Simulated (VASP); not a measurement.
# SnO2 (Imma) in VASP: a series of runs

One crystal, SnO2, is run at these levels: LDA, PBE; tasks: band structure.

Program: VASP 6.6.1. These are calculated values, not measurements. Logs are shortened: lines on timing, memory, paths and dates and some standing lists are left out, and cuts for length are marked.

### Step 1. The crystal as given

Symmetry: Imma, No. 74, orthorhombic system. The conventional cell has a = 6.498 Å, b = 6.829 Å, c = 6.828 Å, α = 90.00°, β = 90.00°, γ = 90.00°. Sn (site symmetry 2/m) has 6 O at 2.09 Å as nearest neighbours. Around Sn (site symmetry mm2) lie 6 O at 2.09 to 2.10 Å. O (site symmetry m) is surrounded by 3 Sn at 2.09 to 2.10 Å. O (site symmetry m) has 3 Sn at 2.09 Å as nearest neighbours.

The cell is a database's computed one.

### Step 2. Band structure, LDA

The input, INCAR:

```
SYSTEM = SnO2
ALGO = Fast
EDIFF = 1E-6
ENCUT = 520
ISIF = 2
ISMEAR = -1
LASPH = .True.
LCHARG = .False.
LREAL = .False.
LWAVE = .False.
NELM = 100
PREC = Accurate
SIGMA = 0.05
```

The input, KPOINTS:

```
k-points
0
Gamma
  5 5 5
  0 0 0
```

The input, POSCAR:

```
SnO2
1.0
   -3.2488970000      3.4144700000      3.4140210000
    3.2488970000     -3.4144700000      3.4140210000
    3.2488970000      3.4144700000     -3.4140210000
Sn O
4 8
Direct
    0.5000000000      0.0000000000      0.0000000000
    0.5000000000      0.5000000000      0.5000000000
    0.0035990000      0.7535990000      0.2500000000
    0.9964010000      0.2464010000      0.7500000000
    0.8064960000      0.8037740000      0.4972780000
    0.8064960000      0.3092180000      0.0027220000
    0.3024350000      0.2459400000      0.0564950000
    0.6894450000      0.2459400000      0.4435050000
    0.3105550000      0.7540600000      0.5564950000
    0.1935040000      0.6907820000      0.9972780000
    0.6975650000      0.7540600000      0.9435050000
    0.1935040000      0.1962260000      0.5027220000
```

The input, KPOINTS_OPT:

```
path GXLTWRX1ZGYSW,L1Y,Y1Z
10
line-mode
reciprocal
 0.0000000000  0.0000000000  0.0000000000  G
 0.4763420746 -0.4763420746 -0.4763420746  X

 0.4763420746 -0.4763420746 -0.4763420746  X
 0.4762763294 -0.4764078199 -0.4762763294  L

 0.4762763294 -0.4764078199 -0.4762763294  L
 0.0000000000 -0.5000000000  0.0000000000  T

 0.0000000000 -0.5000000000  0.0000000000  T
-0.2500000000 -0.2500000000 -0.2500000000  W

-0.2500000000 -0.2500000000 -0.2500000000  W
 0.0000000000  0.0000000000 -0.5000000000  R

 0.0000000000  0.0000000000 -0.5000000000  R
-0.4763420746  0.4763420746 -0.5236579254  X1

-0.4763420746  0.4763420746 -0.5236579254  X1
-0.5000000000  0.5000000000 -0.5000000000  Z

-0.5000000000  0.5000000000 -0.5000000000  Z
 0.0000000000  0.0000000000  0.0000000000  G

 0.0000000000  0.0000000000  0.0000000000  G
-0.4999342547 -0.4999342547  0.4999342547  Y

-0.4999342547 -0.4999342547  0.4999342547  Y
-0.5000000000  0.0000000000  0.0000000000  S

-0.5000000000  0.0000000000  0.0000000000  S
-0.2500000000 -0.2500000000 -0.2500000000  W

-0.4762763294 -0.5235921801  0.4762763294  L1
-0.4999342547 -0.4999342547  0.4999342547  Y

-0.5000657453  0.4999342547 -0.4999342547  Y1
-0.5000000000  0.5000000000 -0.5000000000  Z
```

Potentials or basis: VASP PAW LDA potentials, release 64 (Sn_d, O).

Launch:

```sh
$ cat potpaw_LDA.64/Sn_d/POTCAR potpaw_LDA.64/O/POTCAR > POTCAR
$ mpirun -np 1 vasp_std > vasp.out
```

OUTCAR:

```text
SYSTEM = SnO2
   EDIFF = 1E-6
   ENCUT = 520
   ISIF = 2
   ISMEAR = -1
   LASPH = .True.
   LREAL = .False.
   NELM = 100
   PREC = Accurate

 ion  position               nearest neighbor table
   1  0.500  0.000  0.000-   6 2.09  10 2.09   7 2.09  11 2.09   8 2.09   9 2.09   2 3.25   2 3.25

   2  0.500  0.500  0.500-   5 2.09  12 2.09   9 2.09   8 2.09  11 2.09   7 2.09   1 3.25   1 3.25

   3  0.004  0.754  0.250-  10 2.09  12 2.09   9 2.09  11 2.09   5 2.10   6 2.10   4 3.25   4 3.25

   4  0.996  0.246  0.750-   6 2.09   5 2.09   8 2.09   7 2.09  12 2.10  10 2.10   3 3.25   3 3.25

   5  0.806  0.804  0.497-   4 2.09   2 2.09   3 2.10
   6  0.806  0.309  0.003-   4 2.09   1 2.09   3 2.10
   7  0.302  0.246  0.056-   4 2.09   1 2.09   2 2.09
   8  0.689  0.246  0.444-   4 2.09   2 2.09   1 2.09
   9  0.311  0.754  0.556-   3 2.09   2 2.09   1 2.09
  10  0.194  0.691  0.997-   3 2.09   1 2.09   4 2.10
  11  0.698  0.754  0.944-   3 2.09   1 2.09   2 2.09
  12  0.194  0.196  0.503-   3 2.09   2 2.09   4 2.10

  LATTYP: Found a body centered orthorhombic cell.
 ALAT       =     6.4977940000
 B/A-ratio  =     1.0508246337
 C/A-ratio  =     1.0509628345

  Lattice vectors:

 A1 = (  -3.2488970000,  -3.4144700000,   3.4140210000)
 A2 = (   3.2488970000,  -3.4144700000,  -3.4140210000)
 A3 = (   3.2488970000,   3.4144700000,   3.4140210000)

Analysis of symmetry for initial positions (statically):
=====================================================================
 Subroutine PRICEL returns:
 Original cell was already a primitive cell.

 Routine SETGRP: Setting up the symmetry group for a
 body centered orthorhombic supercell.

 Subroutine GETGRP returns: Found  8 space group operations
 (whereof  4 operations were pure point group operations)
 out of a pool of  8 trial point group operations.

The static configuration has the point symmetry C_2h.
 The point group associated with its full space group is D_2h.

Analysis of symmetry for dynamics (positions and initial velocities):
=====================================================================
 Subroutine PRICEL returns:
 Original cell was already a primitive cell.

 Routine SETGRP: Setting up the symmetry group for a
 body centered orthorhombic supercell.

 Subroutine GETGRP returns: Found  8 space group operations
 (whereof  4 operations were pure point group operations)
 out of a pool of  8 trial point group operations.

The dynamic configuration has the point symmetry C_2h.
 The point group associated with its full space group is D_2h.

 Subroutine INISYM returns: Found  8 space group operations
 (whereof  4 operations are pure point group operations),
 and found     1 'primitive' translations

----------------------------------------------------------------------------------------

                                     Primitive cell

  volume of cell :     151.4905

  direct lattice vectors                    reciprocal lattice vectors
    -3.248897000  3.414470000  3.414021000     0.000000000  0.146435611  0.146454869
     3.248897000 -3.414470000  3.414021000     0.153898385  0.000000000  0.146454869
     3.248897000  3.414470000 -3.414021000     0.153898385  0.146435611  0.000000000

  length of vectors
     5.819748834  5.819748834  5.819748834     0.207104845  0.212447032  0.212433756

  position of ions in fractional coordinates (direct lattice)
     0.500000000  0.000000000  0.000000000
     0.500000000  0.500000000  0.500000000
     0.003599000  0.753599000  0.250000000
     0.996401000  0.246401000  0.750000000
     0.806496000  0.803774000  0.497278000
     0.806496000  0.309218000  0.002722000
     0.302435000  0.245940000  0.056495000
     0.689445000  0.245940000  0.443505000
     0.310555000  0.754060000  0.556495000
     0.193504000  0.690782000  0.997278000
     0.697565000  0.754060000  0.943505000
     0.193504000  0.196226000  0.502722000

  ion indices of the primitive-cell ions
   primitive index   ion index
                 1           1
                 2           2
                 3           3
                 4           4
                 5           5
                 6           6
                 7           7
                 8           8
                 9           9
                10          10
                11          11
                12          12

----------------------------------------------------------------------------------------

 KPOINTS: k-points

Automatic generation of k-mesh.
 Grid dimensions read from file:
 generate k-points for:    5    5    5

 Generating k-lattice:

  Cartesian coordinates                     Fractional coordinates (reciprocal lattice)
     0.000000000  0.029287122  0.029290974     0.200000000  0.000000000  0.000000000
     0.030779677  0.000000000  0.029290974     0.000000000  0.200000000  0.000000000
     0.030779677  0.029287122  0.000000000     0.000000000  0.000000000  0.200000000

  Length of vectors
[... 54 lines left out ...]
   EFERMI =   0.00;   METHOD = LEGACY
   ISMEAR =    -1;   SIGMA  =   0.05  broadening in eV -4-tet -1-fermi 0-gaus
   EFERMI_NEDOS =   21; number of points for ismear=-14 and -15
   IALGO  =     68    algorithm
   IMIX   =      4    mixing-type and parameters
     AMIX     =   0.40;   BMIX     =  1.00
     AMIX_MAG =   1.60;   BMIX_MAG =  1.00
  volume/ion in A,a.u.               =      12.62        85.19
  Fermi-wavevector in a.u.,A,eV,Ry     =   1.444189  2.729122 28.377438  2.085683
  Thomas-Fermi vector in A             =   2.562512
   LORBIT       =      0    0 simple, 1 ext, 2 COOP (PROOUT), +10 PAW based schemes
   GGA     = CA    functional components
   LHFCALC =     F    Hartree Fock is set to
   AEXX    =    0.0000 exact exchange contribution
   IVDW    =     0    specifies the selected vdW correction
   LEPSILON=     F    determine dielectric tensor
   LRPA    =     F    only Hartree local field effects (RPA)
 non-spin polarized calculation
 RMM-DIIS sequential band-by-band and
  energy-cutoff  :      520.00
  volume of cell :      151.49
 maximum number of plane-waves:      4098
 NGX is ok and might be reduce to    48
   NGX = 21   NGY = 21   NGZ = 21

 number of electron     104.0000018 magnetization

 Free energy of the ion-electron system (eV)
  ---------------------------------------------------
  ext. energy  EPLUGINS =         0.00000000
  ---------------------------------------------------
  free energy    TOTEN  =       -84.27682185 eV

  energy without entropy =      -84.27673998  energy(sigma->0) =      -84.27678091

 E-fermi :   5.4701     XC(G=0): -11.5037

 val. band max:        5.2041586060   @ k =   0.0000   0.0000   0.0000
 cond. band min:       5.7133864388   @ k =   0.0000   0.0000   0.0000
 fundamental gap:      0.5092278328
 Fermi energy:         5.4701490824

 k-point     1 :       0.0000    0.0000    0.0000
  band No.  band energies     occupation
      1     -15.7199      2.00000
      2     -15.5111      2.00000
      3     -15.5105      2.00000
      4     -15.1161      2.00000
      5     -15.1157      2.00000
      6     -15.0872      2.00000
[... 54 lines left out ...]
     61      15.2132      0.00000
     62      15.4322      0.00000

 k-point     2 :       0.2000   -0.0000    0.0000
  band No.  band energies     occupation
      1     -15.6681      2.00000
      2     -15.5732      2.00000
      3     -15.5728      2.00000
      4     -15.1457      2.00000
      5     -15.0243      2.00000
      6     -15.0242      2.00000
[... 54 lines left out ...]
     61      15.3101      0.00000
     62      15.4292      0.00000

 k-point     3 :       0.4000    0.0000   -0.0000
  band No.  band energies     occupation
      1     -15.6440      2.00000
      2     -15.6438      2.00000
      3     -15.5221      2.00000
      4     -15.3193      2.00000
      5     -14.9066      2.00000
      6     -14.9065      2.00000
[... 1354 lines left out ...]
     61      15.1837      0.00000
     62      15.3575      0.00000

 k-point    24 :      -0.2000   -0.2000    0.2000
  band No.  band energies     occupation
      1     -15.6445      2.00000
      2     -15.6313      2.00000
      3     -15.5077      2.00000
      4     -15.2076      2.00000
      5     -15.1127      2.00000
      6     -14.9032      2.00000
[... 54 lines left out ...]
     61      15.0319      0.00000
     62      15.3511      0.00000

 [... further k-points ...]
[... 5 lines left out ...]
  --------------------------------------------------------------------------------------
  -------------------------------------------------------------------------------------
  Total      -11.3695645     -9.4274152     -9.4037968      0.0000000      0.0000000      0.0000000
  in kB     -120.2455432    -99.7051964    -99.4554059      0.0000000      0.0000000      0.0000000
  external PRESSURE =    -106.4687152 kB  Pullay stress =       0.0000000 kB

 VOLUME and BASIS-vectors are now :
 -----------------------------------------------------------------------------
  energy-cutoff  :      520.00
  volume of cell :      151.49
      direct lattice vectors                 reciprocal lattice vectors
    -3.248897000  3.414470000  3.414021000     0.000000000  0.146435611  0.146454869
     3.248897000 -3.414470000  3.414021000     0.153898385  0.000000000  0.146454869
     3.248897000  3.414470000 -3.414021000     0.153898385  0.146435611  0.000000000

 POSITION                                       TOTAL-FORCE (eV/Angst)
 -----------------------------------------------------------------------------------
     -1.62445      1.70724      1.70701         0.000000      0.000000     -0.000000
      1.62445      1.70724      1.70701         0.000000      0.000000     -0.000000
      3.24890     -1.70723      1.73158        -0.000000      0.000000     -0.064836
      0.00000      5.12171      1.68244         0.000000      0.000000      0.064836
      1.60676      1.70724      3.79978         0.044476      0.000000      0.118258
     -1.60676      1.70723      3.79978        -0.044476      0.000000      0.118258
     -0.00000      0.38580      1.67929        -0.000000      0.119181      0.035247
      0.00000      3.02867      1.67929         0.000000     -0.119181      0.035247
      3.24890      0.38580      1.73473         0.000000      0.119181     -0.035247
      4.85566      1.70723     -0.38576         0.044476      0.000000     -0.118258
      3.24890      3.02867      1.73473         0.000000     -0.119181     -0.035247
      1.64214      1.70723     -0.38576        -0.044476     -0.000000     -0.118258
 -----------------------------------------------------------------------------------
    total drift:                                0.000000      0.000000     -0.000000

  FREE ENERGIE OF THE ION-ELECTRON SYSTEM (eV)
  ---------------------------------------------------
  free  energy   TOTEN  =       -84.2768218466 eV

  energy  without entropy=      -84.2767399755  energy(sigma->0) =      -84.27678091
```

Run time: 36 min. Hardware: 1 thread of Intel Xeon Platinum 8375C at 2.90GHz (Ice Lake), shared host; peak memory 0.44 GiB.

Results:

```yaml
Free_energy: -84.2768 eV
Pressure: -10.6 GPa
Largest_force: 0.126 eV/Å
Band_gap_on_the_k_mesh: 0.51 eV
Band_gap_along_the_path: 0.51 eV
```

Forces in eV/Å, atoms in the order of the input:
```
Sn   0.000  0.000  0.000
Sn   0.000  0.000  0.000
Sn   0.000  0.000 -0.065
Sn   0.000  0.000  0.065
O    0.044  0.000  0.118
O   -0.044  0.000  0.118
O    0.000  0.119  0.035
O    0.000 -0.119  0.035
O    0.000  0.119 -0.035
O    0.044  0.000 -0.118
O    0.000 -0.119 -0.035
O   -0.044  0.000 -0.118
```

Stress tensor (GPa, compression positive):
```
-12.02   0.00   0.00
  0.00  -9.97   0.00
  0.00   0.00  -9.95
```

Levels at the corners of the path, in eV from the valence-band top:
```csv
point,band 49,band 50,band 51,band 52,band 53,band 54,band 55,band 56
Γ,-0.78,-0.76,-0.75,0.00,0.51,4.12,4.12,5.41
X,-1.19,-1.19,-0.86,-0.86,4.08,4.08,5.20,5.50
X,-1.19,-1.19,-0.86,-0.86,4.08,4.08,5.20,5.50
L,-1.19,-1.19,-0.86,-0.86,4.08,4.08,5.20,5.50
L,-1.19,-1.19,-0.86,-0.86,4.08,4.08,5.20,5.50
T,-0.83,-0.81,-0.51,-0.48,3.82,3.82,5.37,5.39
T,-0.83,-0.81,-0.51,-0.48,3.82,3.82,5.37,5.39
W,-0.80,-0.80,-0.78,-0.78,4.77,4.77,4.78,4.78
W,-0.80,-0.80,-0.78,-0.78,4.77,4.77,4.78,4.78
R,-0.82,-0.82,-0.50,-0.50,3.82,3.82,5.38,5.38
R,-0.82,-0.82,-0.50,-0.50,3.82,3.82,5.38,5.38
X1,-1.19,-1.19,-0.86,-0.86,4.08,4.08,5.20,5.50
X1,-1.19,-1.19,-0.86,-0.86,4.08,4.08,5.20,5.50
Z,-1.20,-1.20,-0.86,-0.86,4.07,4.07,5.35,5.36
Z,-1.20,-1.20,-0.86,-0.86,4.07,4.07,5.35,5.36
Γ,-0.78,-0.76,-0.75,0.00,0.51,4.12,4.12,5.41
Γ,-0.78,-0.76,-0.75,0.00,0.51,4.12,4.12,5.41
Y,-1.20,-1.20,-0.86,-0.86,4.07,4.07,5.35,5.36
Y,-1.20,-1.20,-0.86,-0.86,4.07,4.07,5.35,5.36
S,-0.78,-0.78,-0.62,-0.61,3.71,3.71,5.61,5.62
S,-0.78,-0.78,-0.62,-0.61,3.71,3.71,5.61,5.62
W,-0.80,-0.80,-0.78,-0.78,4.77,4.77,4.78,4.78
L1,-1.19,-1.19,-0.86,-0.86,4.08,4.08,5.20,5.50
Y,-1.20,-1.20,-0.86,-0.86,4.07,4.07,5.35,5.36
Y1,-1.20,-1.20,-0.86,-0.86,4.07,4.07,5.35,5.36
Z,-1.20,-1.20,-0.86,-0.86,4.07,4.07,5.35,5.36
```

Caveat: spin-orbit coupling is left out, which moves the levels of the heavy elements. Expect the measured gap to be larger: semilocal functionals such as LDA lack the derivative discontinuity.

### Step 3. Band structure, PBE

Changes to INCAR since step 2:

```diff
@@ -4,2 +4,3 @@
 ENCUT = 520
+GGA = PE
 ISIF = 2
```

KPOINTS is that of step 2.

POSCAR is that of step 2.

KPOINTS_OPT is that of step 2.

Potentials or basis: VASP PAW PBE potentials, release 64 (Sn_d, O).

Launch:

```sh
$ cat potpaw_PBE.64/Sn_d/POTCAR potpaw_PBE.64/O/POTCAR > POTCAR
$ mpirun -np 1 vasp_std > vasp.out
```

Run time: 35 min. Hardware: 1 thread of Intel Xeon Platinum 8375C at 2.90GHz (Ice Lake), shared host; peak memory 0.51 GiB.

The run converged. Its results:

```yaml
Free_energy: -74.6191 eV
Pressure: -0.3 GPa
Largest_force: 0.058 eV/Å
Band_gap_on_the_k_mesh: 0.61 eV
Band_gap_along_the_path: 0.62 eV
```

Forces on the atoms (eV/Å):
```
Sn   0.000  0.000  0.000
Sn   0.000  0.000  0.000
Sn   0.000  0.000 -0.058
Sn   0.000  0.000  0.058
O    0.032  0.000  0.016
O   -0.032  0.000  0.016
O    0.000  0.016  0.032
O    0.000 -0.016  0.032
O    0.000  0.016 -0.032
O    0.032  0.000 -0.016
O    0.000 -0.016 -0.032
O   -0.032  0.000 -0.016
```

Stress tensor (GPa, compression positive):
```
-0.61  0.00  0.00
 0.00 -0.08  0.00
 0.00  0.00 -0.06
```

Levels at the corners of the path, in eV from the valence-band top:
| point | band 48 | band 49 | band 50 | band 51 | band 52 | band 53 | band 54 | band 55 | band 56 | band 57 |
| --- | --- | --- | --- | --- | --- | --- | --- | --- | --- | --- |
| Γ | -0.78 | -0.77 | -0.73 | -0.72 | 0.00 | 0.62 | 4.30 | 4.31 | 5.63 | 6.02 |
| X | -1.30 | -1.17 | -1.17 | -0.84 | -0.84 | 4.23 | 4.23 | 5.37 | 5.68 | 7.13 |
| X | -1.30 | -1.17 | -1.17 | -0.84 | -0.84 | 4.23 | 4.23 | 5.37 | 5.68 | 7.13 |
| L | -1.30 | -1.17 | -1.17 | -0.84 | -0.84 | 4.23 | 4.23 | 5.37 | 5.68 | 7.13 |
| L | -1.30 | -1.17 | -1.17 | -0.84 | -0.84 | 4.23 | 4.23 | 5.37 | 5.68 | 7.13 |
| T | -1.06 | -0.81 | -0.80 | -0.50 | -0.47 | 3.96 | 3.96 | 5.54 | 5.56 | 8.30 |
| T | -1.06 | -0.81 | -0.80 | -0.50 | -0.47 | 3.96 | 3.96 | 5.54 | 5.56 | 8.30 |
| W | -1.31 | -0.77 | -0.77 | -0.76 | -0.76 | 4.92 | 4.92 | 4.92 | 4.92 | 8.30 |
| W | -1.31 | -0.77 | -0.77 | -0.76 | -0.76 | 4.92 | 4.92 | 4.92 | 4.92 | 8.30 |
| R | -1.06 | -0.80 | -0.80 | -0.48 | -0.48 | 3.96 | 3.96 | 5.55 | 5.55 | 8.29 |
| R | -1.06 | -0.80 | -0.80 | -0.48 | -0.48 | 3.96 | 3.96 | 5.55 | 5.55 | 8.29 |
| X1 | -1.30 | -1.17 | -1.17 | -0.84 | -0.84 | 4.23 | 4.23 | 5.37 | 5.68 | 7.13 |
| X1 | -1.30 | -1.17 | -1.17 | -0.84 | -0.84 | 4.23 | 4.23 | 5.37 | 5.68 | 7.13 |
| Z | -1.33 | -1.17 | -1.17 | -0.84 | -0.84 | 4.22 | 4.22 | 5.53 | 5.53 | 7.11 |
| Z | -1.33 | -1.17 | -1.17 | -0.84 | -0.84 | 4.22 | 4.22 | 5.53 | 5.53 | 7.11 |
| Γ | -0.78 | -0.77 | -0.73 | -0.72 | 0.00 | 0.62 | 4.30 | 4.31 | 5.63 | 6.02 |
| Γ | -0.78 | -0.77 | -0.73 | -0.72 | 0.00 | 0.62 | 4.30 | 4.31 | 5.63 | 6.02 |
| Y | -1.33 | -1.17 | -1.17 | -0.84 | -0.84 | 4.22 | 4.22 | 5.53 | 5.53 | 7.11 |
| Y | -1.33 | -1.17 | -1.17 | -0.84 | -0.84 | 4.22 | 4.22 | 5.53 | 5.53 | 7.11 |
| S | -1.01 | -0.75 | -0.74 | -0.60 | -0.59 | 3.84 | 3.84 | 5.79 | 5.80 | 6.76 |
| S | -1.01 | -0.75 | -0.74 | -0.60 | -0.59 | 3.84 | 3.84 | 5.79 | 5.80 | 6.76 |
| W | -1.31 | -0.77 | -0.77 | -0.76 | -0.76 | 4.92 | 4.92 | 4.92 | 4.92 | 8.30 |
| L1 | -1.30 | -1.17 | -1.17 | -0.84 | -0.84 | 4.23 | 4.23 | 5.37 | 5.68 | 7.13 |
| Y | -1.33 | -1.17 | -1.17 | -0.84 | -0.84 | 4.22 | 4.22 | 5.53 | 5.53 | 7.11 |
| Y1 | -1.33 | -1.17 | -1.17 | -0.84 | -0.84 | 4.22 | 4.22 | 5.53 | 5.53 | 7.11 |
| Z | -1.33 | -1.17 | -1.17 | -0.84 | -0.84 | 4.22 | 4.22 | 5.53 | 5.53 | 7.11 |

Caveat: spin-orbit coupling is left out, which moves the levels of the heavy elements.
